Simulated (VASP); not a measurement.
Input of a VASP 6.6.1 run:

File POSCAR:

```
BN
1.0
    0.0000000000      1.8066401993      1.8066401993
    1.8066401993      0.0000000000      1.8066401993
    1.8066401993      1.8066401993      0.0000000000
  B               N
     1     1
Direct
     0.0000000000000000    0.0000000000000000    0.0000000000000000
     0.2500000000000000    0.2500000000000000    0.2500000000000000
```

INCAR.step1

```
PREC = Accurate
ENCUT = 600
EDIFF = 1E-8
ISMEAR = 0
SIGMA = 0.03
LREAL = F
LASPH = T
NELM = 80
ALGO = Normal
ISIF = 3
LWAVE = F
LCHARG = F
METAGGA = R2SCAN
LMIXTAU = T
IBRION = 2
NSW = 40
EDIFFG = -0.002
```

INCAR.step2

```
PREC = Accurate
ENCUT = 600
EDIFF = 1E-8
ISMEAR = 0
SIGMA = 0.03
LREAL = F
LASPH = T
NELM = 80
ALGO = Normal
ISIF = 2
LWAVE = F
LCHARG = F
METAGGA = R2SCAN
LMIXTAU = T
IBRION = 6
NFREE = 2
POTIM = 0.015
NSW = 1
```

Contents of KPOINTS:

```
regular mesh
0
Gamma
  14 14 14
```

Potentials or basis: VASP PAW PBE potentials, release 64 (B, N).

Command:

```console
$ cat potpaw_PBE.64/B/POTCAR potpaw_PBE.64/N/POTCAR > POTCAR
$ cp INCAR.step1 INCAR
$ mpirun -np 1 vasp_std > vasp.out
$ cp CONTCAR POSCAR
$ cp INCAR.step2 INCAR
$ mpirun -np 1 vasp_std > vasp.out
```

(1) Estimate the highest phonon frequency at Γ, LO-TO splitting left out.

Answers

(1) 1041 cm⁻¹.
